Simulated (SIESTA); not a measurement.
Zn:

```
CELL_PARAMETERS angstrom
2.67000 0.00000 0.00000
-1.33500 2.31229 0.00000
0.00000 0.00000 4.96600
ATOMIC_POSITIONS crystal
Zn 0.66667 0.33333 0.75000
Zn 0.33333 0.66667 0.25000
```

Program: SIESTA 5.4.2. Alike in all runs: task single point; potentials or basis PseudoDojo 0.4 standard (PBE files), DZP (energy shift 0.003 Ry; two zetas on semicore shells); no spin polarisation; cell as given; k mesh 11 × 11 × 6; smearing fermi-dirac 0.05 eV; grid cutoff 800 Ry; energy shift 0.003 Ry.

**Question.** Order these runs on this cell by their pressure, lowest first.
A. level optB88-vdW
B. level vdW-DF-C09
C. level vdW-DF
D. level vdW-DF2

**Answer.** B (-8.5 GPa), A (-4.6 GPa), C (1.3 GPa), D (2.9 GPa).

Caveats: short orbitals over semicore shells can move pressures by several GPa; the potentials were made for another functional, which shifts forces and pressure; the basis of atomic orbitals isn't converged, which shifts pressures, moduli and gaps.

Runs at the PBE level aren't shown here.
